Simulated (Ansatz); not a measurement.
## AgCl: pressure against volume scale

All results are calculated (Ansatz 0.2.0). Periodic Kohn-Sham DFT of a crystal at fixed atoms, scaled to volume_scale times the given cell; pressure positive in compression, energy less spherical unpolarised free atoms, largest_vzz the field gradient of largest size among the nuclei.

The cell before it is scaled or strained (space group Fm-3m, No. 225):
```
AgCl
1.0
      0.0000     2.7731     2.7731
      2.7731     0.0000     2.7731
      2.7731     2.7731     0.0000
Ag Cl
1 1
Direct
  0.50000 0.50000 0.50000
  0.00000 0.00000 0.00000
```

Settings of every row: method frozen-core PAW; functional LDA; relativity scalar; k mesh 8x8x8; filling fermi-dirac; smearing width 0.02 eV; wave cutoff 420 eV; paw set soft_2.

Atom start moment: 0 on all atoms.

Limits: PAW files made with PBE.

| row | volume scale | V (Å³/atom) | pressure (GPa) |
| --- | --- | --- | --- |
| 1 | 0.94 | 20.046 | -2.718 |
| 2 | 0.96 | 20.472 | -3.807 |
| 3 | 0.98 | 20.899 | -4.753 |
| 4 | 0.99 | 21.114 | -5.179 |
| 5 | 1 | 21.327 | -5.574 |
| 6 | 1.01 | 21.539 | -5.942 |
| 7 | 1.02 | 21.754 | -6.283 |
| 8 | 1.04 | 22.178 | -6.895 |
| 9 | 1.06 | 22.605 | ? |

Question: what pressure should row 9 give?

Worked fit of pressure. Take u = (V_r/V)^(2/3) − 1 with V_r = 21.221 Å³ an atom, which is twice the finite (Eulerian) strain; such expansions in the strain, on which the Birch-Murnaghan equation of state is built, carry the rest volume and the bulk modulus. The shown rows have u = 0.0387, 0.02424, 0.01025, 0.00338, -0.00332, -0.00987, -0.0164, -0.02898. Least squares give pressure = −5.3818 + 58.879 × u + 241.68 × u² + 400 × u³ GPa; a parabola predicts inner rows, each left out in turn, worse (root mean square 0.0042 against 0.0017 GPa). The rows lie off it by 0.000, 0.000, -0.001, 0.001, 0.001, -0.002, 0.001, 0.000. The withheld row has u = -0.04125, so the fit gives −5.3818 + 58.879 × (-0.04125) + 241.68 × (-0.04125)² + 400 × (-0.04125)³ = -7.427 GPa.

The calculation gave -7.422 GPa. The fit lies 0.005 GPa (0.11 % of the column's range) below it; its largest miss of a shown row is 0.002 GPa. This row lies beyond the range of the fit.
